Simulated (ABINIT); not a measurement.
TiCo in ABINIT: the effect of dispersion

The system is TiCo.

```
Co Ti
1.0
     2.98611    0.00000    0.00000
     0.00000    2.98611    0.00000
     0.00000    0.00000    2.98611
Co Ti
1 1
Cartesian
  1.4931 1.4931 1.4931
  0.0000 0.0000 0.0000
```

The cell comes from a database or a generator and needn't be the stable form of this composition.

Alike in all runs:

```yaml
Program: ABINIT 10.8.3 (patched build)
Task: equation of state
Functional: PBE
Potentials_or_basis: JTH PAW PBE v2.0
Cutoff: 707 eV
k_mesh: 7 × 7 × 7
Occupations: fermi-dirac, width 0.05 eV
Spin: collinear spin, ferromagnetic start
Starting_moments: "[2.0, 1.0] μB"
```

Problem. One run gave: V0 of scaled cells 13.20 Å³/atom; B0 157 GPa. Which dispersion did it use?
A. D3(BJ)
B. none
C. D2
D. D3

Solution. C.

| dispersion | V0 of scaled cells (Å³/atom) | B0 (GPa) |
| --- | --- | --- |
| none | 13.31 | 169 |
| D3 | 12.84 | 185 |
| D3(BJ) | 12.79 | 185 |
| D2 | 13.20 | 157 |

Caveats: pressures at fixed basis lie under the slope of the energies.
